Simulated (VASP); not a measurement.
**PtSe2: single point with LDA+U**

Crystal: PtSe2.

```
Pt Se
1.0
     3.28021   -2.01083    0.00000
     3.28021    2.01083    0.00000
    -0.00323    0.00000    4.62578
Pt Se
1 2
Direct
  0.00000 0.00000 0.00000
  0.68790 0.68790 0.28890
  0.31210 0.31210 0.71110
```

The cell was built by a generator and isn't the measured one.

```yaml
Program: VASP 6.6.1
Task: single point
Functional: LDA
Potentials_or_basis: VASP PAW LDA potentials, release 64 (Pt, Se)
Cutoff: 520 eV
k_mesh: 6 × 6 × 4
Occupations: gaussian, width 0.05 eV
Spin: collinear spin, random start
Starting_moments: "[-0.42, 0.0, 0.0] μB"
Hubbard_terms: Pt d U = 4 eV
```

```yaml
Pressure: -11.1 GPa
Largest_force: 1.132 eV/Å
Band_gap_on_the_k_mesh: none (metal or under the smearing width)
Net_moment: 0.00 μB per cell
Valence_electrons_inside_the_program's_atomic_spheres: Pt 9.48; Se 3.71
```

Forces on the atoms (eV/Å):
```
Pt   0.000  0.000  0.000
Se  -0.502  0.000 -1.015
Se   0.502  0.000  1.015
```

Stress tensor (GPa, compression positive):
```
 -8.27   0.00  -4.48
  0.00 -17.18   0.00
 -4.48   0.00  -7.73
```

Levels at points of the mesh, in eV from the Fermi level:
Spin up:
| k point | band 8 | band 9 | band 10 | band 11 | band 12 | band 13 | band 14 | band 15 |
| --- | --- | --- | --- | --- | --- | --- | --- | --- |
| (0.00, 0.00, 0.00) | -2.50 | -1.00 | -0.17 | -0.10 | 0.74 | 1.01 | 3.83 | 3.92 |
| (0.50, 0.00, 0.00) | -3.31 | -3.28 | -2.78 | -2.44 | 0.09 | 2.66 | 5.76 | 6.90 |
| (0.50, 0.50, 0.00) | -3.65 | -3.56 | -2.70 | -2.26 | 1.00 | 2.30 | 5.01 | 6.02 |
| (0.00, 0.00, 0.50) | -2.47 | -2.15 | -1.96 | -1.50 | 2.14 | 2.33 | 5.37 | 6.63 |
| (0.50, 0.00, 0.50) | -3.17 | -3.14 | -1.76 | -0.07 | 0.22 | 1.81 | 4.94 | 4.99 |
| (0.50, 0.50, 0.50) | -3.55 | -2.95 | -1.92 | -1.39 | -0.35 | 1.09 | 6.02 | 6.15 |
Spin down:
| k point | band 7 | band 8 | band 9 | band 10 | band 11 | band 12 | band 13 | band 14 | band 15 |
| --- | --- | --- | --- | --- | --- | --- | --- | --- | --- |
| (0.00, 0.00, 0.00) | -3.75 | -2.50 | -1.00 | -0.17 | -0.10 | 0.74 | 1.01 | 3.83 | 3.92 |
| (0.50, 0.00, 0.00) | -3.52 | -3.31 | -3.28 | -2.78 | -2.44 | 0.09 | 2.66 | 5.76 | 6.90 |
| (0.50, 0.50, 0.00) | -3.68 | -3.65 | -3.56 | -2.70 | -2.26 | 1.00 | 2.30 | 5.01 | 6.02 |
| (0.00, 0.00, 0.50) | -3.78 | -2.47 | -2.15 | -1.96 | -1.50 | 2.14 | 2.33 | 5.37 | 6.63 |
| (0.50, 0.00, 0.50) | -3.53 | -3.17 | -3.14 | -1.76 | -0.07 | 0.22 | 1.81 | 4.94 | 4.99 |
| (0.50, 0.50, 0.50) | -3.59 | -3.55 | -2.95 | -1.92 | -1.39 | -0.35 | 1.09 | 6.02 | 6.15 |

Eigenvalues of the final occupation matrices:
```tsv
site	spin	trace	eigenvalues
site 1 d	1	4.21	0.70 0.76 0.91 0.92 0.92
site 1 d	2	4.21	0.70 0.76 0.91 0.92 0.92
```

Wall time 30 s on 1 thread of Intel(R) Xeon(R) 6975P-C (Granite Rapids), on a shared host, peak memory 0.21 GiB.

Caveat: forces of over 1 eV/Å show positions far from the minimum, so gaps and moduli don't describe the material at rest. The run has no spin-orbit coupling, so splittings on Pt are missing.
